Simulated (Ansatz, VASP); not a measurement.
## Sr in VASP and in Ansatz

File INCAR:

```
  ALGO = Normal
  EDIFF = 1E-7
  EDIFFG = -0.01
  ENCUT = 600
  GGA = PE
  IBRION = 2
  ISIF = 3
  ISMEAR = 0
  LASPH = T
  LCHARG = F
  LREAL = F
  LWAVE = F
  NELM = 100
  NSW = 100
  PREC = Accurate
  SIGMA = 0.1
```

The input KPOINTS:

```
k-points
0
Gamma
  15 15 14
```

File POSCAR:

```
Sr
1.0
    4.1555776753      0.0000000000      0.0000000000
   -2.0777888376      3.5988358342      0.0000000000
    0.0000000000      0.0000000000      3.8828678903
Sr
1
Direct
    0.0000000000      0.0000000000      0.0000000000
```

Input for Ansatz:

```yaml
crystal:
  lattice:
    - [4.1555776753, 0.0, 0.0]
    - [-2.0777888376, 3.5988358342, 0.0]
    - [0.0, 0.0, 3.8828678903]
  atoms:
    - { symbol: Sr, position: [0.0, 0.0, 0.0] }
basis:
  ecutwfc: 420
kpoints:
  mp_grid: { grid: [15, 15, 14] }
hamiltonian:
  xc: pbe
scf:
  occupations: { method: gaussian, width: 0.1 }
output:
  forces: true
  stress: true
  eigenvalues: true
relax:
  adjacent_minimum: "off"
  f_tol: 0.01
  max_steps: 80
  cell: { stress_tol: 0.05 }
```

Alike in both runs: task relaxation of cell and atoms; functional PBE; k mesh 15 × 15 × 14; occupations gaussian, width 0.1 eV; no spin polarisation.

|  | VASP | Ansatz |
| --- | --- | --- |
| version | VASP 6.6.1 | Ansatz 0.2.0 |
| potentials or method | VASP PAW PBE potentials, release 64 (Sr_sv) | scalar-relativistic, plane waves, PAW |
| plane-wave cutoff (eV) | 600 | 420 |
| valence electrons in the cell | 10 | 10 |

|  | VASP | Ansatz | Ansatz less VASP |
| --- | --- | --- | --- |
| gap on the k mesh at the Fermi level, each at its own relaxed structure (eV) | none | none | - |
| relaxed volume (Å³/atom) | 55.15 | 55.14 | -0.018 |
| relaxed cell length with the largest relative difference (Å) | 3.815 | 3.817 | +0.0019 |
| energy change over the relaxation (meV/atom) | -4 | -4 | -0.1 |

A gap of «none» marks a metal or a gap that the smearing closes.
